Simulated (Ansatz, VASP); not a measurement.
# Two plane-wave programs on HgTe

```
Hg Te
1.0
     0.00000    3.25564    3.25564
     3.25564    0.00000    3.25564
     3.25564    3.25564    0.00000
Hg Te
1 1
Direct
  0.00000 0.00000 0.00000
  0.25000 0.25000 0.25000
```

Alike in both runs: functional PBEsol; k mesh 12 × 12 × 12; occupations gaussian, width 0.1 eV; no spin polarisation.

Ansatz relaxed the structure, and its values are those at the end. VASP's run is a single point on that final structure, the one shown.

```csv
,VASP,Ansatz
version,VASP 6.6.1,Ansatz 0.2.0
potentials or method,"VASP PAW PBE potentials, release 64 (Hg, Te)","scalar-relativistic, plane waves, PAW"
plane-wave cutoff (eV),520,420
valence electrons in the cell,18,36
```

```csv
,VASP,Ansatz,Ansatz less VASP
gap on the k mesh at the Fermi level (eV),none,none,-
pressure (GPa),0.1,0.0,-0.10
```

A gap of «none» marks a metal or a gap that the smearing closes. The two sets of potentials don't hold the same shells in valence.

Caveats: the PAW data sets were made with another functional, which shifts forces and pressure a little (VASP). The runs have no spin-orbit coupling, so splittings on Hg, Te are missing.
